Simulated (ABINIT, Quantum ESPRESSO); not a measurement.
How the electronic dielectric constant moves from PBE to PBEsol

Computed electronic dielectric constant at each level. The value is the mean of the clamped-ion tensor's diagonal. Brackets give the space group and the cell's volume in Å³ per atom. Not every cell is the stable form of its formula. Spin polarisation and spin-orbit coupling are off unless named.

- PBE: Quantum ESPRESSO (GBRV 1.5 PBE) for BN, KCl, HfO2; ABINIT (PseudoDojo NC SR PBE v0.4.1 standard) for CdSe, ZnSe; Quantum ESPRESSO (PseudoDojo 0.4.1 SR PBE standard) for TiO2; cutoffs 612 to 1279 eV; k meshes of 96 to 256 points
- PBEsol: Quantum ESPRESSO (GBRV 1.5 PBEsol) for BN, KCl, HfO2; ABINIT (PseudoDojo NC SR PBEsol v0.4.1 standard) for CdSe, ZnSe; Quantum ESPRESSO (PseudoDojo 0.4.1 SR PBEsol standard) for TiO2; cutoffs 612 to 1279 eV; k meshes of 96 to 256 points

| crystal | PBE | PBEsol |
| --- | --- | --- |
| TiO2 (P4_2/mnm, 6 atoms; 10.44) | 7.756 | 7.857 |
| BN (P6_3mc, 4 atoms; 5.97) | 4.624 | 4.659 |
| CdSe (F-43m; 28.94) | 7.664 | 8.036 |
| KCl (Fm-3m; 31.15) | 2.322 | 2.358 |
| ZnSe (F-43m; 22.76) | 7.353 | 7.585 |
| HfO2 (P4_2/nmc, 6 atoms; 10.91) | 4.973 | 5.054 |

**Question.** How do the values move from PBE?

**Answer.** PBEsol lies above PBE in 6 of 6 crystals, with a median shift of +1.6 % (+0.8 % for BN to +4.9 % for CdSe). The figures use the values as printed. Crystals with small gaps need finer meshes and spin-orbit coupling for this value. Values hold for the database cell as given, which isn't always the measured one. Columns can differ in potentials and cutoffs within a row, which adds scatter of its own.
